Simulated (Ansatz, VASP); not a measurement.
**SiC in VASP and in Ansatz**

Contents of POSCAR:

```
SiC
1.0
    0.0000000000      2.1740000000      2.1740000000
    2.1740000000      0.0000000000      2.1740000000
    2.1740000000      2.1740000000      0.0000000000
Si C
1 1
Direct
    0.0000000000      0.0000000000      0.0000000000
    0.7500000000      0.7500000000      0.7500000000
```

INCAR.step1

```
PREC = Accurate
ENCUT = 600
ISMEAR = 0
SIGMA = 0.02
LREAL = F
LASPH = T
NELM = 60
GGA = PE
ALGO = Normal
EDIFF = 1E-4
LWAVE = T
LCHARG = F
```

Contents of INCAR.step2:

```
PREC = Accurate
ENCUT = 600
EDIFF = 1E-7
ISMEAR = 0
SIGMA = 0.02
LREAL = F
LASPH = T
NELM = 60
ALGO = Normal
ISIF = 3
LWAVE = F
LCHARG = F
METAGGA = R2SCAN
LMIXTAU = T
IBRION = 2
NSW = 100
EDIFFG = -0.005
ISTART = 1
```

The input KPOINTS:

```
Automatic mesh
0
Gamma
  12 12 12
```

Input for Ansatz:

```yaml
crystal:
  lattice:
    - [0.0, 2.174, 2.174]
    - [2.174, 0.0, 2.174]
    - [2.174, 2.174, 0.0]
  atoms:
    - { symbol: Si, position: [0.0, 0.0, 0.0] }
    - { symbol: C, position: [0.75, 0.75, 0.75] }
basis:
  ecutwfc: 500
kpoints:
  mp_grid: { grid: [12, 12, 12] }
hamiltonian:
  xc: r2scan
scf:
  occupations: { method: gaussian, width: 0.02 }
output:
  forces: true
  stress: true
  eigenvalues: true
relax:
  adjacent_minimum: "off"
  f_tol: 0.005
  max_steps: 80
  cell: { stress_tol: 0.05 }
```

Alike in both runs: task relaxation of cell and atoms; functional r2SCAN; k mesh 12 × 12 × 12; occupations gaussian, width 0.02 eV; no spin polarisation.

```csv
,VASP,Ansatz
version,VASP 6.6.1,Ansatz 0.2.0
potentials or method,"VASP PAW PBE potentials, release 64 (Si, C)","scalar-relativistic, plane waves, PAW"
plane-wave cutoff (eV),600,500
valence electrons in the cell,8,8
```

VASP gave:

```
gap on the k mesh at the Fermi level, each at its own relaxed structure (eV) : 1.72
relaxed volume (Å³/atom)                                                     : 10.32
relaxed cell length with the largest relative difference (Å)                 : 3.079
```

Which values does Ansatz return?

gap on the k mesh at the Fermi level, each at its own relaxed structure (eV): 1.71; relaxed volume (Å³/atom): 10.33; relaxed cell length with the largest relative difference (Å): 3.080.

Caveats: the PAW data sets were made with another functional, which shifts forces and pressure a little (VASP). r2SCAN opens gaps a little over a GGA but as a rule still falls short of measured ones. A k mesh can miss the band edges.
